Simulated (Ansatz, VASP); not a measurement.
# BaTe in VASP and in Ansatz

Contents of INCAR:

```
SYSTEM = BaTe
PREC     = Accurate       ! precision mode
ENCUT    = 520            ! plane-wave cutoff, eV
EDIFF    = 1E-6           ! SCF threshold, eV
ISMEAR   = 0              ! smearing method
SIGMA    = 0.01           ! smearing width, eV
LREAL    = .FALSE.        ! projectors in reciprocal space
LASPH    = .TRUE.         ! aspherical terms in the spheres
NELM     = 100            ! most SCF steps
ALGO     = Normal         ! electronic algorithm
ISIF     = 2              ! what is computed and relaxed
LWAVE    = .FALSE.        ! write WAVECAR
LCHARG   = .TRUE.         ! write CHGCAR
GGA      = CA             ! functional
LELF     = .TRUE.         ! ELF
LVHAR    = .TRUE.       
NBANDS   = 15             ! bands
```

Contents of KPOINTS:

```
regular mesh
0
G
  6 6 6
  0 0 0
```

POSCAR

```
BaTe
1.0
    0.0000000000      3.5323868345      3.5323868345
    3.5323868345      0.0000000000      3.5323868345
    3.5323868345      3.5323868345      0.0000000000
Ba Te
1 1
Direct
    0.0000000000      0.0000000000      0.0000000000
    0.5000000000      0.5000000000      0.5000000000
```

Input for Ansatz:

```yaml
crystal:
  lattice:
    - [0.0, 3.5323868345, 3.5323868345]
    - [3.5323868345, 0.0, 3.5323868345]
    - [3.5323868345, 3.5323868345, 0.0]
  atoms:
    - { symbol: Ba, position: [0.0, 0.0, 0.0] }
    - { symbol: Te, position: [0.5, 0.5, 0.5] }
kpoints:
  mp_grid: { grid: [6, 6, 6] }
hamiltonian:
  xc: lda
scf:
  occupations: { method: fixed }
output:
  optics: { e_range: [0, 13], de: 0.05, sigma: 0.1, bands: auto }
```

Alike in both runs: task single point; functional LDA; k mesh 6 × 6 × 6; no spin polarisation.

```csv
,VASP,Ansatz
version,VASP 6.6.1,Ansatz 0.2.0
potentials or method,"VASP PAW LDA potentials, release 64 (Ba_sv, Te)","plane waves, PAW"
plane-wave cutoff (eV),520,420
occupations,"gaussian, width 0.01 eV",fixed
valence electrons in the cell,16,26
```

|  | VASP | Ansatz | Ansatz less VASP |
| --- | --- | --- | --- |
| gap on the k mesh at the Fermi level (eV) | 1.45 | 1.53 | +0.085 |

The two sets of potentials don't hold the same shells in valence.

Caveats: spin-orbit coupling is left out, which moves the levels of the heavy elements. Expect the measured gap to be larger: semilocal functionals such as LDA lack the derivative discontinuity. A k mesh can miss the band edges.
